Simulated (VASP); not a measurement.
# ZnS (P6_3mc) in VASP: further runs

ZnS is run at these levels: revPBE+D4, PBE-based screened hybrid with 25 % exact exchange, b88 exchange, pbe correlation, PBE0; tasks: relaxation of cell and atoms, single point.

All numbers are computed with VASP 6.6.1; they aren't measurements. Logs are shortened: lines on timing, memory, paths and dates and some standing lists are left out, and cuts for length are marked.

**What was measured.**

A printed reference work, monograph reports, for a bulk crystal of ZnS at 4 K: band gap 3.911 eV (direct).

How close the calculation comes is told below.

## Step 1: The cell of the first run

It takes space group P6_3mc (No. 186, hexagonal). The conventional cell has a = 3.811 Å, b = 3.811 Å, c = 6.234 Å, α = 90.00°, β = 90.00°, γ = 120.00°. Zn (site symmetry 3m) has 4 S at 2.31 to 2.40 Å within 3.1 Å. S (site symmetry 3m) has 4 Zn at 2.31 to 2.40 Å within 3.1 Å.

## Step 2: Relaxation of cell and atoms, revPBE+D4

INCAR reads:

```
  PREC = Accurate
  ENCUT = 600
  EDIFF = 1E-6
  ISMEAR = -1
  SIGMA = 0.05
  LREAL = False
  LASPH = True
  NELM = 60
  ALGO = Normal
  ISIF = 3
  LWAVE = False
  LCHARG = False
  GGA = RE
  IVDW = 13
  IBRION = 2
  NSW = 60
  EDIFFG = -0.01
```

KPOINTS reads:

```
Automatic mesh
0
Gamma
  8 8 5
```

POSCAR reads:

```
ZnS
1.0
    3.8110000000      0.0000000000      0.0000000000
   -1.9055000000      3.3004228138      0.0000000000
    0.0000000000      0.0000000000      6.2340000000
Zn S
2 2
Direct
    0.6666666667      0.3333333333      0.5000000000
    0.3333333333      0.6666666667      0.0000000000
    0.6666666667      0.3333333333      0.8850000000
    0.3333333333      0.6666666667      0.3850000000
```

Potentials or basis: VASP PAW PBE potentials, release 64 (Zn, S).

The run is started by

```console
> cat potpaw_PBE.64/Zn/POTCAR potpaw_PBE.64/S/POTCAR > POTCAR
> mpirun -np 1 vasp_std > vasp.out
```

OUTCAR:

```text
PREC = Accurate
   ENCUT = 600
   EDIFF = 1E-6
   ISMEAR = -1
   LREAL = False
   LASPH = True
   NELM = 60
   ISIF = 3
   GGA = RE
   IVDW = 13
   IBRION = 2
   NSW = 60
   EDIFFG = -0.01

 ion  position               nearest neighbor table
   1  0.667  0.333  0.500-   4 2.31   4 2.31   4 2.31   3 2.40
   2  0.333  0.667  0.000-   3 2.31   3 2.31   3 2.31   4 2.40
   3  0.667  0.333  0.885-   2 2.31   2 2.31   2 2.31   1 2.40
   4  0.333  0.667  0.385-   1 2.31   1 2.31   1 2.31   2 2.40

  LATTYP: Found a hexagonal cell.
 ALAT       =     3.8110000000
 C/A-ratio  =     1.6357911309

  Lattice vectors:

 A1 = (   3.8110000000,   0.0000000000,   0.0000000000)
 A2 = (  -1.9055000000,   3.3004228138,   0.0000000000)
 A3 = (   0.0000000000,   0.0000000000,   6.2340000000)

Analysis of symmetry for initial positions (statically):
=====================================================================
 Subroutine PRICEL returns:
 Original cell was already a primitive cell.

 Routine SETGRP: Setting up the symmetry group for a
 hexagonal supercell.

 Subroutine GETGRP returns: Found 12 space group operations
 (whereof  6 operations were pure point group operations)
 out of a pool of 24 trial point group operations.

The static configuration has the point symmetry C_3v.
 The point group associated with its full space group is C_6v.

Analysis of symmetry for dynamics (positions and initial velocities):
=====================================================================
 Subroutine PRICEL returns:
 Original cell was already a primitive cell.

 Routine SETGRP: Setting up the symmetry group for a
 hexagonal supercell.

 Subroutine GETGRP returns: Found 12 space group operations
 (whereof  6 operations were pure point group operations)
 out of a pool of 24 trial point group operations.

The dynamic configuration has the point symmetry C_3v.
 The point group associated with its full space group is C_6v.

 Subroutine INISYM returns: Found 12 space group operations
 (whereof  6 operations are pure point group operations),
 and found     1 'primitive' translations

----------------------------------------------------------------------------------------

                                     Primitive cell

  volume of cell :      78.4107

  direct lattice vectors                    reciprocal lattice vectors
     3.811000000  0.000000000  0.000000000     0.262398321  0.151495741  0.000000000
    -1.905500000  3.300422814  0.000000000     0.000000000  0.302991482  0.000000000
     0.000000000  0.000000000  6.234000000     0.000000000  0.000000000  0.160410651

  length of vectors
     3.811000000  3.811000000  6.234000000     0.302991482  0.302991482  0.160410651

  position of ions in fractional coordinates (direct lattice)
     0.666666667  0.333333333  0.500000000
     0.333333333  0.666666667  0.000000000
     0.666666667  0.333333333  0.885000000
     0.333333333  0.666666667  0.385000000

  ion indices of the primitive-cell ions
   primitive index   ion index
                 1           1
                 2           2
                 3           3
                 4           4

----------------------------------------------------------------------------------------

 KPOINTS: Automatic mesh

Automatic generation of k-mesh.
 Grid dimensions read from file:
 generate k-points for:    8    8    5

 Generating k-lattice:

  Cartesian coordinates                     Fractional coordinates (reciprocal lattice)
     0.032799790  0.018936968  0.000000000     0.125000000  0.000000000  0.000000000
     0.000000000  0.037873935  0.000000000     0.000000000  0.125000000  0.000000000
     0.000000000  0.000000000  0.032082130     0.000000000  0.000000000  0.200000000

  Length of vectors
     0.037873935  0.037873935  0.032082130

  Shift w.r.t. Gamma in fractional coordinates (k-lattice)
     0.000000000  0.000000000  0.000000000

 Subroutine IBZKPT returns following result:
 ===========================================

 Found     30 irreducible k-points:

 Following reciprocal coordinates:
            Coordinates               Weight
  0.000000  0.000000  0.000000      1.000000
  0.125000  0.000000  0.000000      6.000000
  0.250000  0.000000  0.000000      6.000000
  0.375000  0.000000  0.000000      6.000000
  0.500000  0.000000  0.000000      3.000000
  0.125000  0.125000  0.000000      6.000000
[... 16 lines left out ...]
  0.250000  0.000000  0.400000     12.000000
  0.375000  0.000000  0.400000     12.000000
 [... further k-points ...]
   k-points           NKPTS =     30   k-points in BZ     NKDIM =     30   number of bands    NBANDS=     22
   number of dos      NEDOS =    301   number of ions     NIONS =      4
   total plane-waves  NPLWV =  45000
   dimension x,y,z NGX =    30 NGY =   30 NGZ =   50
   dimension x,y,z NGXF=    60 NGYF=   60 NGZF=  100
   ions per type =               2   2
   NGX,Y,Z   is equivalent  to a cutoff of  13.09, 13.09, 13.33 a.u.
   NGXF,Y,Z  is equivalent  to a cutoff of  26.17, 26.17, 26.67 a.u.
 SYSTEM =  unknown system
   PREC   = accura    normal or accurate (medium, high low for compatibility)
   ISTART =      0    job   : 0-new  1-cont  2-samecut
   ICHARG =      2    charge: 1-file 2-atom 10-const
   ISPIN  =      1    spin polarized calculation?
   LNONCOLLINEAR =      F non collinear calculations
   LSORBIT =      F    spin-orbit coupling
   LASPH  =      T    aspherical Exc in radial PAW
   ENCUT  =  600.0 eV  44.10 Ry    6.64 a.u.   7.61  7.61 12.45*2*pi/ulx,y,z
   NELM   =     60;   NELMIN=  2; NELMDL= -5     # of ELM steps
   EDIFF  = 0.1E-05   stopping-criterion for ELM
   LREAL  =      F    real-space projection
   EDIFFG = -.1E-01   stopping-criterion for IOM
   NSW    =     60    number of steps for IOM
   IBRION =      2    ionic relax: 0-MD 1-quasi-New 2-CG
   NFREE  =      1    steps in history (QN), initial steepest desc. (CG)
   ISIF   =      3    stress and relaxation
   ISYM   =      2    0-nonsym 1-usesym 2-fastsym
   POTIM  = 0.5000    time-step for ionic-motion
   TEBEG  =    0.0;   TEEND  =   0.0 temperature during run
   PSTRESS=    0.0 pullay stress
   NELECT =      36.0000    total number of electrons
   NUPDOWN=      -1.0000    fix difference up-down
   EMIN   =  10.00;   EMAX   =-10.00  energy-range for DOS
   EFERMI =   0.00;   METHOD = LEGACY
   ISMEAR =    -1;   SIGMA  =   0.05  broadening in eV -4-tet -1-fermi 0-gaus
   EFERMI_NEDOS =   21; number of points for ismear=-14 and -15
   IALGO  =     38    algorithm
   IMIX   =      4    mixing-type and parameters
     AMIX     =   0.40;   BMIX     =  1.00
     AMIX_MAG =   1.60;   BMIX_MAG =  1.00
  volume/ion in A,a.u.               =      19.60       132.29
  Fermi-wavevector in a.u.,A,eV,Ry     =   1.262943  2.386617 21.701647  1.595026
  Thomas-Fermi vector in A             =   2.396326
   LORBIT       =      0    0 simple, 1 ext, 2 COOP (PROOUT), +10 PAW based schemes
   GGA     = RE    functional components
   LHFCALC =     F    Hartree Fock is set to
   AEXX    =    0.0000 exact exchange contribution
   IVDW    =    13    specifies the selected vdW correction
   LEPSILON=     F    determine dielectric tensor
   LRPA    =     F    only Hartree local field effects (RPA)
 conjugate gradient relaxation of ions
 non-spin polarized calculation
  energy-cutoff  :      600.00
  volume of cell :       78.41
 maximum number of plane-waves:      2643
   NGX = 15   NGY = 15   NGZ = 25

--------------------------------------- Ionic step        1  -------------------------------------------

 number of electron      36.0000045 magnetization

 Free energy of the ion-electron system (eV)
  ---------------------------------------------------
  ext. energy  EPLUGINS =         0.00000000
  ---------------------------------------------------
  free energy    TOTEN  =       -12.47918045 eV

  energy without entropy =      -12.47918045  energy(sigma->0) =      -12.47918045

------------------------ aborting loop because EDIFF is reached ----------------------------------------

  DFT-D4 for vdW energy calculation

  Edisp (eV):   -2.23388

  FORCE on cell =-STRESS in cart. coord.  units (eV):
  Direction    XX          YY          ZZ          XY          YZ          ZX
  --------------------------------------------------------------------------------------
  -------------------------------------------------------------------------------------
  Total      -0.14118    -0.14118    -1.20394     0.00000     0.00000     0.00000
  in kB      -2.88484    -2.88484   -24.60021     0.00000     0.00000     0.00000
  external pressure =      -10.12 kB  Pullay stress =        0.00 kB
[... 317 lines left out ...]
  energy  without entropy=      -14.7402840461  energy(sigma->0) =      -14.74028405

--------------------------------------- Ionic step        9  -------------------------------------------

 number of electron      35.9999995 magnetization

 Free energy of the ion-electron system (eV)
  ---------------------------------------------------
  ext. energy  EPLUGINS =         0.00000000
  ---------------------------------------------------
  free energy    TOTEN  =       -12.45997904 eV

  energy without entropy =      -12.45997904  energy(sigma->0) =      -12.45997904

 E-fermi :   3.4151     XC(G=0):  -9.5768

 val. band max:        2.4344200447   @ k =   0.0000   0.0000   0.0000
 cond. band min:       4.8427922267   @ k =   0.0000   0.0000   0.0000
 fundamental gap:      2.4083721820
 Fermi energy:         3.4151493036

 k-point     1 :       0.0000    0.0000    0.0000
  band No.  band energies     occupation
      1     -10.8913      2.00000
      2      -9.9271      2.00000
      3      -3.9812      2.00000
      4      -3.9620      2.00000
      5      -3.9620      2.00000
      6      -3.8747      2.00000
[... 574 lines left out ...]
      6      -3.7467      2.00000
[... 14 lines left out ...]
     21       7.8093      0.00000
     22       8.2771      0.00000

 [... further k-points ...]

------------------------ aborting loop because EDIFF is reached ----------------------------------------

  DFT-D4 for vdW energy calculation

  Edisp (eV):   -2.28032

  FORCE on cell =-STRESS in cart. coord.  units (eV):
  Direction    XX          YY          ZZ          XY          YZ          ZX
  --------------------------------------------------------------------------------------
  -------------------------------------------------------------------------------------
  Total       0.02703     0.02703     0.03973     0.00000     0.00000     0.00000
  in kB       0.56197     0.56197     0.82597     0.00000     0.00000     0.00000
  external pressure =        0.65 kB  Pullay stress =        0.00 kB
[... 19 lines left out ...]
  FREE ENERGIE OF THE ION-ELECTRON SYSTEM (eV)
  ---------------------------------------------------
  free  energy   TOTEN  =       -14.7403000257 eV

  energy  without entropy=      -14.7403000256  energy(sigma->0) =      -14.74030003

 reached required accuracy - stopping structural energy minimisation
```

It took 4.2 min on 1 thread of Intel Xeon Platinum 8259CL at 2.50GHz (Skylake/Cascade Lake), shared host; peak memory 0.23 GiB.

What came out:

```yaml
Free_energy: -14.7403 eV
Relaxed_volume: 19.27 Å³/atom
Relaxed_cell: a = 3.783 Å, b = 3.783 Å, c = 6.217 Å, α = 90.00°, β = 90.00°, γ = 120.00°
Space_group_after_relaxing_to_0.1_Å: P6_3mc (No. 186)
Energy_gained_by_relaxing: 6.8 meV/atom
Ionic_steps: 9
Pressure_after_relaxing: 0.1 GPa
Band_gap_on_the_k_mesh: 2.41 eV
Dispersion_energy_per_atom: -0.570 eV
```

Step by step:
```
step  energy change (eV)  largest force (eV/Å)  pressure (GPa)  volume (Å³)
   1              0.0000                0.3300           -1.01        78.41
   2             -0.0209                0.0989            0.15        77.01
   3             -0.0210                0.0886            0.25        76.96
   4             -0.0240                0.0481            0.02        77.14
   5             -0.0263                0.0302           -0.24        77.46
   6             -0.0271                0.0245            0.11        77.10
   7             -0.0272                0.0093           -0.07        77.20
   8             -0.0272                0.0089           -0.07        77.20
   9             -0.0272                0.0002            0.06        77.07
```

Final structure:
```
CELL_PARAMETERS angstrom
3.78337 0.00000 0.00000
-1.89168 3.27649 0.00000
0.00000 0.00000 6.21746
ATOMIC_POSITIONS crystal
Zn 0.66667 0.33333 0.50569
Zn 0.33333 0.66667 0.00569
S 0.66667 0.33333 0.87931
S 0.33333 0.66667 0.37931
```

Caveat: the PAW data sets were made with another functional, which shifts forces and pressure a little.

[end of part 1 of 2]
